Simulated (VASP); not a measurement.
Input of a VASP 6.6.1 run:

The input INCAR:

```
SYSTEM = Hf
ALGO = Normal
EDIFF = 1E-7
ENCUT = 520
GGA = PS
ISIF = 2
ISMEAR = 0
LASPH = .TRUE.
LCHARG = .FALSE.
LREAL = .FALSE.
LWAVE = .FALSE.
NBANDS = 11
NELM = 100
PREC = Accurate
SIGMA = 0.15
```

Contents of KPOINTS:

```
k-points
0
G
  18 18 18
  0 0 0
```

The input POSCAR:

```
Hf
1.0
    0.0000000000      2.0424000000      2.0424000000
    2.0424000000      0.0000000000      2.0424000000
    2.0424000000      2.0424000000      0.0000000000
Hf
1
Direct
    0.0000000000      0.0000000000      0.0000000000
```

Potentials or basis: VASP PAW PBE potentials, release 64 (Hf_pv).

Run with:

```sh
$ cat potpaw_PBE.64/Hf_pv/POTCAR > POTCAR
$ mpirun -np 1 vasp_std > vasp.out
```

Q: Estimate the pressure.

A: 37.5 GPa.

Q: Estimate the band gap on the k mesh.

A: None (metal or under the smearing width).

Caveat: so large a pressure means that the cell lies far from this level's equilibrium, or that cutoff or potentials fall short; the potentials were made for another functional, which shifts forces and pressure. The run has no spin-orbit coupling, so splittings on Hf are missing.
